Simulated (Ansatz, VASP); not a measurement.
# Au, level by level in two programs

```xyz
1
Lattice="0.0000 1.9935 1.9935 1.9935 0.0000 1.9935 1.9935 1.9935 0.0000" Properties=species:S:1:pos:R:3 pbc="T T T"
Au    0.0000    0.0000    0.0000
```

Change from the starting cell: volume scaled by 0.94.

Single points on this cell with VASP 6.6.1 and Ansatz 0.2.0. Each row is one pair of runs. Alike in all rows: spin: off; k mesh: 11 × 11 × 11; smearing: fermi-dirac, width 0.05 eV; VASP's potentials, cutoff: VASP PAW PBE potentials, release 64 (Au), 520 eV.

| level | Ansatz's potentials, cutoff | gap on the k mesh at the Fermi level (eV), VASP | gap on the k mesh at the Fermi level (eV), Ansatz | pressure (GPa), VASP | pressure (GPa), Ansatz |
| --- | --- | --- | --- | --- | --- |
| PBE | Ansatz NC, 1034 eV | none | none | 25.1 | 25.5 |
| PBE | Ansatz PAW large core, 420 eV | none | none | 25.1 | 25.3 |
| PBE | Ansatz PAW, 420 eV | none | none | 25.1 | 25.5 |
| PBEsol | Ansatz PAW, 420 eV | none | none | 14.9 | 15.3 |

Pressure (GPa): the two programs differ by at most 0.48.

A gap of «none» marks a metal or a gap that the smearing closes.

Caveats: the PAW data sets were made with another functional, which shifts forces and pressure a little (VASP); this set keeps more shells in the core, which shifts pressures and gaps (Ansatz); the PAW data sets come from PBE, with cores solved anew for the run's functional, which leaves a small shift of forces and pressure (Ansatz).
